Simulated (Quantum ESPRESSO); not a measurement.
Runs of Quantum ESPRESSO 7.5 on AlN. It takes space group P6_3mc (No. 186, hexagonal). Conventional cell: a = 3.113 Å, b = 3.113 Å, c = 4.981 Å, α = 90.00°, β = 90.00°, γ = 120.00°. Al (site symmetry 3m) is surrounded by 4 N at 1.89 Å. Around N (site symmetry 3m) lie 4 Al at 1.89 Å. 

| level | potentials or basis | k mesh | cutoff (eV) | k mesh of the self-consistent run | form of the LDA | mesh quality | gap on the mesh (eV) |
| --- | --- | --- | --- | --- | --- | --- | --- |
| PBE | PseudoDojo 0.4.1 SR PBE standard | 6 × 6 × 4 | 1143 | 12 × 12 × 6 | - | not flagged | 4.22 |
| LDA | PseudoDojo 0.4.1 SR LDA stringent | 5 × 5 × 3 | 1143 | - | PW92 | coarse | 4.25 |
| LDA | PseudoDojo 0.4.1 SR LDA stringent | 2 × 2 × 2 | 1143 | - | PW92 | coarse | 4.17 |
| PBE | PseudoDojo 0.4.1 SR PBE standard | 15 × 15 × 10 | 1143 | 15 × 15 × 10 | - | not flagged | 4.22 |
| PBE | SPMS 1.0 PBE | 6 × 6 × 4 | 952 | 12 × 12 × 6 | - | not flagged | 4.23 |
| LDA | PseudoDojo 0.4.1 SR LDA stringent | 6 × 6 × 4 | 1143 | - | PW92 | not flagged | 4.26 |
| LDA | PseudoDojo 0.4.1 SR LDA stringent | 3 × 3 × 2 | 1143 | - | PW92 | coarse | 4.23 |
| PBEsol | PseudoDojo 0.4 SR PBEsol stringent | 3 × 3 × 4 | 1143 | 12 × 12 × 6 | - | coarse | (a) |

Alike in all rows: task single point; no spin polarisation; cell as given; smearing fixed.

Q: Estimate the missing entries.

A: (a) 4.14.

Caveats: some runs use coarse meshes; an odd mesh through Γ misses points on the zone boundary, where band edges often lie (some runs); a mesh with odd counts misses the zone's faces, so its gaps can be larger than the crystal's (some runs).

Not every run made on this cell is shown here.
